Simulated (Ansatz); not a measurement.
## Defect calculation, host BeS

Method: Ansatz, DFT PBE, scalar-relativistic, plane waves, PAW. (420 eV cutoff, 2×2×2 k-mesh, shifted by half a step, Gaussian smearing of 0.01 eV, collinear spin in charge 0 alone)

Host crystal, relaxed:

```cif
data_structure
_symmetry_space_group_name_H-M 'P 1'
_symmetry_Int_Tables_number 1
_cell_length_a 3.4479
_cell_length_b 3.4479
_cell_length_c 3.4479
_cell_angle_alpha 60.000
_cell_angle_beta 60.000
_cell_angle_gamma 60.000
_cell_volume 28.98
loop_
_atom_site_label
_atom_site_type_symbol
_atom_site_fract_x
_atom_site_fract_y
_atom_site_fract_z
_atom_site_occupancy
Be1 Be 0.00000 0.00000 0.00000 1
S1 S 0.75000 0.75000 0.75000 1
```

Supercell of 32 atoms, rows in host cell vectors: 1 1 1; 1 1 -3; -3 1 1. Atoms relax at the host's cell, keeping the symmetry that the supercell leaves at the site. The cell is small, so energies carry finite-size errors of tenths of an eV. The host's Kohn–Sham gap is 3.15 eV. Atoms are taken from and returned to the elements' standard states. Charged cells are corrected for image charges with the computed static dielectric tensor (mean 7.3) and aligned with the host's potential at far atoms (alignment terms reach 0.20 eV; the program doubts the alignment in some charges, where it is up to 0.20 eV). No band-filling term is added, and the Fermi level counts from the host's valence band top.

The defect is an interstitial at (0.500, 0.500, 0.500) of the host cell.

```json
{"charge": "+1", "E_f at the valence band top (eV)": "1.75", "over the neutral state (eV)": "-1.28", "moment (μB)": "0.00", "largest move (Å)": "0.05", "atoms near the site": "4 S at 2.07 Å, 6 Be at 2.49 Å"}
{"charge": "0", "E_f at the valence band top (eV)": "3.03", "over the neutral state (eV)": "0.00", "moment (μB)": "1.00", "largest move (Å)": "0.03", "atoms near the site": "4 S at 2.14 Å, 6 Be at 2.44 Å"}
{"charge": "-1", "E_f at the valence band top (eV)": "6.16", "over the neutral state (eV)": "3.13", "moment (μB)": "0.00", "largest move (Å)": "0.12", "atoms near the site": "4 S at 2.23 Å, 6 Be at 2.36 Å"}
```

Among the charges computed the stable one is +1 at the valence band top, changing to 0 at 1.28 eV, changing to -1 at 3.13 eV. Without the alignment that the program doubts, the level (0/-1) would lie at 3.33 eV, outside the gap, so these runs don't decide whether the defect changes charge there. Other sites of the defect weren't tried.

Question: Which element is it? Judge by the nearest distance in charge 0 and covalent radii.
A. H
B. Rb
C. K
D. Ba
E. Cs

Answer: A. The nearest neighbour is S at 2.14 Å, and the summed covalent radii with S are 3.20 Å for Ba, 3.49 Å for Cs, 1.36 Å for H, 3.08 Å for K, 3.25 Å for Rb, so H fits best. Bonds can miss such sums by a tenth of an ångström or more.